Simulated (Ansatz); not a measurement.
**TaN: a vibration from a frozen displacement**

Theory: DFT PBEsol, scalar-relativistic, plane waves, PAW (Ansatz). Cutoff 420 eV, Γ-centred 18×18×16 k-points, Gaussian smearing of 0.15 eV. Spin–orbit coupling is left out, which matters for the heavy elements here. No spin polarisation. Energies are free energies at this smearing, counted from the undisturbed cell; pressure is positive in compression.

Reference structure (as given, not relaxed at this level; it stands at -4.9 GPa; this form isn't the usual structure):

```yaml
crystal:
  lattice:
    - [2.93800, 0.00000, 0.00000]
    - [-1.46900, 2.54438, 0.00000]
    - [0.00000, 0.00000, 2.88300]
  atoms:
    - { symbol: Ta, position: [0.33333, 0.66667, 0.50000] }
    - { symbol: N, position: [0.00000, 0.00000, 0.00000] }
```

Every N atom is moved by x along the Cartesian unit vector (0.000, 0.000, 1.000); the cell and all other atoms stay fixed. The cell's volume is 21.55 Å³; the moved atoms weigh 14.007 u together and the others 180.948 u. Some rows repeat others by symmetry and weren't run.

```
  x (Å)  ΔE (meV/cell) total force on the moved atoms along the move (eV/Å) pressure (GPa)
-0.3000         673.33                                                4.7151         13.8366
-0.2625         508.77                                                4.0613          9.5030
-0.2250         368.64                                                3.4142          5.7204
-0.1875         252.48                                                2.7844          2.5017
-0.1500         159.50                                                2.1786         -0.1429
-0.1125          88.73                                                1.6006         -2.2060
-0.0750          39.11                                                1.0500         -3.6828
-0.0375           9.73                                                0.5196         -4.5703
 0.0000           0.00                                                0.0000         -4.8663
 0.0375           9.73                                               -0.5196         -4.5703
 0.0750          39.11                                               -1.0500         -3.6828
 0.1125          88.73                                               -1.6006         -2.2060
 0.1500         159.50                                               -2.1786         -0.1429
 0.1875         252.48                                               -2.7844          2.5017
 0.2250         368.64                                               -3.4142          5.7204
 0.2625         508.77                                               -4.0613          9.5030
 0.3000         673.33                                               -4.7151         13.8366
```

Problem. What frequency belongs to this motion?

Solution. The force constant is k = −dF/dx = 13.856 eV/Å², from the parabola through x = -0.0375, 0 and 0.0375. In every cell the moved atoms swing against the rest, so the mass is μ = m₁m₂/(m₁ + m₂) = 13.001 u, and ν̃ = 521.5 cm⁻¹ × √(|k|/μ) = 538 cm⁻¹, at this cell's pressure of -4.9 GPa. To first order in x, and within 1 %, the force on every atom lies along the move and, within each of the two groups, in proportion to the atom's mass, so this is itself a mode at the zone centre of this cell.

Problem. How far does the harmonic law reach?

Solution. At x = -0.300 Å, kx²/2 = 623.52 meV against the computed 673.33 meV (+8.0 %): the well is still close to harmonic there.

Problem. The pressure changes with x². What does that say about the frequency under compression?

Solution. With E = k(V)x²/2, k ∝ V^(−2γ) and x scaling with the cell as V^(1/3), P − P0 = −∂E/∂V = (2γ − 2/3) ΔE/V. At x = 0.0750 Å, V(P − P0) = 21.55 × 1.18352 / 160.2 eV = 159.20 meV and ΔE = 39.11 meV, so γ = 1/3 + V(P − P0)/(2ΔE) = 2.37. This is the Grüneisen parameter of the motion under uniform scaling of the cell: shrinking the cell evenly by 1 % in volume raises the frequency by about 2.37 %.

In a metal these slopes depend on the k mesh and the smearing.

The nitrogen sublattice sits in a stiff, single-minimum well along c, and the 538 cm⁻¹ mode is high because a light atom carries nearly all the motion against strong Ta d-N p bonds. Each N lies in a trigonal prism of Ta, on a mirror plane normal to the move. Bonds to one triangular face shorten while those to the other lengthen, so odd terms in the energy cancel and the leading anharmonicity is quartic. Its positive sign reflects short-range repulsion outweighing the softening of the stretched bonds.

The same steepening of the bonds on compression explains the positive Grüneisen parameter. Since the reference cell is under tension, relaxing it would contract the lattice and probably raise the frequency. The mode is polar and infrared-active, but free carriers screen the long-range field, so no LO-TO splitting is expected at the zone centre. The restoring force shows stability against this one displacement only, leaving in-plane motion and modes at other wavevectors untested.
